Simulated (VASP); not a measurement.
**Hf under changes of volume**

One of the cells (21.499 Å³/atom); the others are scaled copies at fixed shape and fractional positions:

```xyz
2
Lattice="3.1559 0.0000 0.0000 -1.5780 2.7331 0.0000 0.0000 0.0000 4.9850" Properties=species:S:1:pos:R:3 pbc="T T T"
Hf    1.5780    0.9110    3.7387
Hf    0.0000    1.8221    1.2462
```

- Program: VASP 6.6.1
- Functional: PBEsol
- Potentials or basis: VASP PAW PBE potentials, release 64 (Hf_pv)
- Cutoff: 520 eV
- k mesh: 8 × 8 × 4
- Occupations: fermi-dirac, width 0.05 eV
- Spin: no spin polarisation

| volume (Å³/atom) | energy over the lowest point (meV/atom) | pressure (GPa) |
| --- | --- | --- |
| 20.639 | ? | ? |
| 21.069 | 3.33 | 2.5 |
| 21.499 | 0.00 | 0.0 |
| 21.929 | 3.01 | -2.2 |
| 22.359 | 11.76 | -4.3 |

Problem. What does the run at 20.639 Å³/atom give?

Solution. Energy over the lowest point 13.67 meV/atom; pressure 5.2 GPa.

Worked out: A Birch-Murnaghan fit of order 2 (a polynomial in V^(-2/3)) to the other rows has its minimum at 21.50 Å³/atom with B0 = V·E''(V) = 118 GPa at fixed shape and positions, which overstates the stiffness. It gives 13.67 meV/atom at 20.639 Å³/atom, against the run's 13.67, and -dE/dV = 5.2 GPa, against 5.2.

Energies are extrapolated to zero smearing.

Caveats: the PAW data sets were made with another functional, which shifts forces and pressure a little.
